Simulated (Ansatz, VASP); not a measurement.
Ta in VASP and in Ansatz

```
Ta
1.0
    -1.62614    1.62614    1.62614
     1.62614   -1.62614    1.62614
     1.62614    1.62614   -1.62614
Ta
1
Cartesian
  0.0000 0.0000 0.0000
```

Alike in both runs: functional LDA; k mesh 18 × 18 × 18; occupations fermi-dirac, width 0.05 eV; non-collinear spin, spin-orbit coupling.

Ansatz relaxed the structure, and its values are those at the end. VASP's run is a single point on that final structure, the one shown.

|  | VASP | Ansatz |
| --- | --- | --- |
| version | VASP 6.6.1 | Ansatz 0.2.0 |
| potentials or method | VASP PAW LDA potentials, release 64 (Ta_pv) | PAW with Ansatz's default frozen-core files, fully relativistic files with spin-orbit coupling |
| plane-wave cutoff (eV) | 520 | 420 |
| valence electrons in the cell | 11 | 13 |

Ansatz gave:

| Property | Result |
| --- | --- |
| pressure (GPa) | 0.0 |
| net moment per atom (μB) | 0.00 |

**Question.** Which values does VASP return?

**Answer.** Pressure (GPa): 0.7; net moment per atom (μB): 0.00.

The two sets of potentials don't hold the same shells in valence.
